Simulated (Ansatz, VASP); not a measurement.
Given: the input of a run of Ansatz 0.2.0 on Te.

Contents of input.yaml:

```yaml
crystal:
  lattice:
    - [-2.957791465, 3.875965665, 1.53515289]
    - [2.957791465, -3.875965665, 1.53515289]
    - [2.957791465, 3.875965665, -1.53515289]
  atoms:
    - { symbol: Te, position: [0.00092902, 0.75092902, 0.25] }
    - { symbol: Te, position: [-0.00092902, 0.24907098, 0.75] }
kpoints:
  mp_grid: { grid: [10, 10, 10] }
scf:
  occupations: { method: gaussian, width: 0.02 }
hamiltonian:
  xc: pbe
  pseudopotentials: { kind: all_electron, lapw: { basis_error: 0.001 } }
output:
  forces: true
  stress: true
  eigenvalues: true
```

Potentials or basis: all-electron LAPW, scalar-relativistic.

Run with:

```sh
$ ansatz run input.yaml --threads 1 --pin off --max-ram 3072MiB --backend cpu --events-out ev --progress --plain --runs-dir out
```

Problem. Set up the same calculation for VASP 6.6.1. Potentials there: VASP PAW PBE potentials, release 64 (Te).

Solution. As run (the cutoff follows the program's own potentials):

INCAR

```
ALGO = Normal ; EDIFF = 1E-6
ENCUT = 520 ; GGA = PE
ISIF = 2 ; ISMEAR = 0
LASPH = T ; LCHARG = F
LREAL = F ; LWAVE = F
NBANDS = 13 ; NELM = 60
PREC = Accurate ; SIGMA = 0.02
```

Contents of KPOINTS:

```
k-points
0
Gamma
  10 10 10
```

POSCAR

```
Te
1.0
   -2.9577914650      3.8759656650      1.5351528900
    2.9577914650     -3.8759656650      1.5351528900
    2.9577914650      3.8759656650     -1.5351528900
Te
2
Direct
    0.0009290200      0.7509290200      0.2500000000
   -0.0009290200      0.2490709800      0.7500000000
```

Potentials or basis: VASP PAW PBE potentials, release 64 (Te).

Launch:

```bash
$ cat potpaw_PBE.64/Te/POTCAR > POTCAR
$ mpirun -np 1 vasp_std > vasp.out
```

Both were run:

|  | VASP | Ansatz | Ansatz less VASP |
| --- | --- | --- | --- |
| gap on the k mesh at the Fermi level (eV) | none | none | - |
| pressure (GPa) | 0.6 | 0.7 | +0.05 |
| largest component of the traceless stress (GPa) | 1.23 | 1.25 | +0.022 |

A gap of «none» marks a metal or a gap that the smearing closes. Ansatz ran all-electron here, so the differences hold the error of VASP's frozen core and of both bases.

The runs have no spin-orbit coupling, so splittings on Te are missing.
